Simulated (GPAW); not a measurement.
Crystal: Hf.

```
CELL_PARAMETERS angstrom
3.19670 0.00000 0.00000
-1.59835 2.76842 0.00000
0.00000 0.00000 5.05780
ATOMIC_POSITIONS crystal
Hf 0.66667 0.33333 0.75000
Hf 0.33333 0.66667 0.25000
```

* Program: GPAW 26.7.0
* Task: relaxation of cell and atoms
* Functional: PBEsol
* Dispersion: D3(BJ)+ATM
* Potentials or basis: PAW data sets generated in the run's folder for this functional
* Cutoff: 600 eV
* Basis: pw
* k mesh: 8 × 8 × 5
* Occupations: fermi-dirac, width 0.05 eV
* Spin: no spin polarisation

At the start: pressure -6.5 GPa; volume 22.38 Å³/atom.

Task: Where does the relaxation end?

Result: Over 5 steps the energy falls by 26.4 meV/atom and the volume is 21.11 Å³/atom (-5.7 %); space group P6_3/mmc (No. 194, to 0.05 Å).

Step by step:
```
step  energy change (eV)  largest force (eV/Å)  pressure (GPa)  volume (Å³)
   1              0.0000                0.0000           -6.48        44.76
   2             -0.0291                0.0000           -4.49        43.90
   3             -0.0527                0.0000            0.22        42.13
   4             -0.0528                0.0000           -0.01        42.21
   5             -0.0528                0.0000           -0.02        42.22
```

Final structure:
```
Hf
1.0
     3.13512    0.00000    0.00000
    -1.56756    2.71510    0.00000
     0.00000    0.00000    4.95940
Hf
2
Direct
  0.66667 0.33333 0.75000
  0.33333 0.66667 0.25000
```

Caveat: later steps reuse the first step's grids; pairwise dispersion overbinds metals, which lowers pressure and volume.
